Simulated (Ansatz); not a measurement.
Si built on the diamond prototype, relaxed with r2SCAN, was run in the plane-wave code Ansatz under altered settings. All numbers are computed, without spin polarisation but where a row says otherwise.

```
Si
1.0
     0.00000    2.72212    2.72212
     2.72212    0.00000    2.72212
     2.72212    2.72212    0.00000
Si
2
Cartesian
  0.0000 0.0000 0.0000
  1.3611 1.3611 1.3611
```

The base run's other keys:
```yaml
kpoints:
  mp_grid: { grid: [4, 4, 4] }
hamiltonian:
  xc: hse06
scf:
  occupations: { method: fixed }
  n_extra_bands: 4
```

It takes 10 iterations with 749 plane waves at 420 eV and 8 k points, and leaves a mean stress of +0.36 GPa. The gap over this mesh is 1.327 eV. It ran on 4 threads of Arm Neoverse V1, with other jobs on the host.

Outcomes, with energy and stress as changes against the base:
```
                                  setting    outcome  ΔF (meV/atom)  Δ mean stress (GPa)  gap on the mesh (eV)  iterations  wall time
 PBE hybrid, exx coeff 0.5, omega 0.1 1/Å  converged              –                 -1.8                 2.613          12      2.4 s
 PBE hybrid, exx coeff 0.4, omega 0.3 1/Å  converged              –                 -0.6                 1.454          12      2.3 s
PBE hybrid, exx coeff 0.05, omega 0.3 1/Å  converged              –                 +1.3                 0.794          10      2.1 s
PBE hybrid, exx coeff 0.05, omega 0.5 1/Å  converged              –                 +1.4                 0.754          10      2.2 s
  scf.occupations: methfessel_paxton 0.05  converged            0.0                  0.0                 1.327          10      2.4 s
```
A dash marks a value that wasn't obtained or can't be compared. Stress is positive in compression. The base took 2.2 s.

- PBE hybrid, exx coeff 0.5, omega 0.1 1/Å. That is 50 % exact exchange, screened with ω = 0.1 1/Å, against HSE06's 25 % screened at 0.208 1/Å. The mean stress moves by -1.8 GPa and the gap on the mesh by +1.286 eV (to 2.613). Totals of different functionals aren't comparable. The program warns that on this mesh the truncation of the exchange isn't bounded, so part of the change can be an error of the mesh.
- PBE hybrid, exx coeff 0.4, omega 0.3 1/Å. That is 40 % exact exchange, screened with ω = 0.3 1/Å, against HSE06's 25 % screened at 0.208 1/Å. The mean stress moves by -0.6 GPa and the gap on the mesh by +0.127 eV (to 1.454). Totals of different functionals aren't comparable.
- PBE hybrid, exx coeff 0.05, omega 0.3 1/Å. That is 5 % exact exchange, screened with ω = 0.3 1/Å, against HSE06's 25 % screened at 0.208 1/Å. The mean stress moves by +1.3 GPa and the gap on the mesh by -0.533 eV (to 0.794). Totals of different functionals aren't comparable.
- PBE hybrid, exx coeff 0.05, omega 0.5 1/Å. That is 5 % exact exchange, screened with ω = 0.5 1/Å, against HSE06's 25 % screened at 0.208 1/Å. The mean stress moves by +1.4 GPa and the gap on the mesh by -0.573 eV (to 0.754). Totals of different functionals aren't comparable.

Within 1 meV an atom, 0.1 GPa and 0.005 eV of the base stay: scf.occupations: methfessel_paxton 0.05.

The stress of a hybrid is loosely converged in these runs.

The meshes of the hybrids are coarse, so their gaps aren't converged to the digits shown.
